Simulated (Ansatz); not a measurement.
## AlNi: moving Al off its site

AlNi, P4/mmm, a = 2.889 Å, c = 2.901 Å. The structure is a Materials Project entry; whether it is the stable form wasn't checked. Ansatz: PBE, PAW, 420 eV, Γ-centred 20×20×20 mesh on 2 atoms, Gaussian smearing 0.15 eV; no spin polarisation.

```
Al Ni
1.0
     2.04281   -2.04281    0.00000
     2.04281    2.04281    0.00000
     0.00000    0.00000    2.90114
Al Ni
1 1
Direct
  0.00000 0.00000 0.00000
  0.50000 0.50000 0.50000
```

Atom 1 (Al) moves by x along the unit vector (0.000, 0.000, 1.000), with its periodic images; all else is held. y is the free energy of the cell over the start, F the force along the path summed over the moved atoms. Symmetry makes y even in x.

```
  x (Å) y (meV) F (eV/Å)
-0.3000    255.7      1.70
-0.1500     63.9      0.85
 0.0000      0.0      0.00
 0.0375      4.0     -0.21
 0.0750     16.0     -0.43
 0.1125        ?         ?
 0.1875     99.8     -1.07
 0.2250    143.8     -1.28
 0.2625    195.8     -1.49
```

Task: Fit y = c2 x² + c4 x⁴ to the energies of the other rows, give the force constant, and predict energy and force of the missing row.

Result: Least squares on the rows shown. y = 2839.3 x² + 22.543 x⁴. The force constant is 2 c2 = 5.68 eV/Å² (for all images moving together, not for a lone atom). The force −dy/dx at the missing row is -0.64 eV/Å (computed -0.64). At x = 0.1125 the fit asked for gives 35.9 meV. The run gave 35.9 meV, the same to the digits shown.

Cost: 9 runs of about 2.7 core-minutes in all, on AMD EPYC 7R43 (Zen 3) (shared hosts).